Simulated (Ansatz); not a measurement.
Reactions of `O=C1CCCO1`.

Gas-phase electronic energies from Ansatz, PBE0-D4/def2-TZVP geometries. CCSD(T)/CBS adds triple-zeta CCSD(T) − MP2 to the extrapolated MP2 energy (def2 sets, frozen cores). This one scheme is used for every species, atoms too. Functionals use def2-TZVPP. Open shells (•) are unrestricted, without spin–orbit coupling. Spin–orbit coupling would lower the free atoms: a little for C, O. One conformer a species, not always the lowest.

```json
{"reaction": "`O=C1CCCO1` → `C#COC(C)O`", "CCSD(T)/CBS(def2) (kJ/mol)": "261"}
{"reaction": "`O=C1CCCO1` → `COC1C=CO1`", "CCSD(T)/CBS(def2) (kJ/mol)": "?"}
{"reaction": "`O=C1CCCO1` → 4 C• + 6 H• + 2 O•", "CCSD(T)/CBS(def2) (kJ/mol)": "5231"}
{"reaction": "`O=C1CCCO1` → `O=CC1(O)CC1`", "CCSD(T)/CBS(def2) (kJ/mol)": "142"}
{"reaction": "`O=C1CCCO1` → `CC(=O)/C=C\\O`", "CCSD(T)/CBS(def2) (kJ/mol)": "45"}
```

(1) Fill in the missing values. (Estimate.)

Largest T1 diagnostic: 0.017, for `CC(=O)/C=C\O`.

Answers

(1) Computed: `O=C1CCCO1` → `COC1C=CO1`: +258.9 kJ/mol.
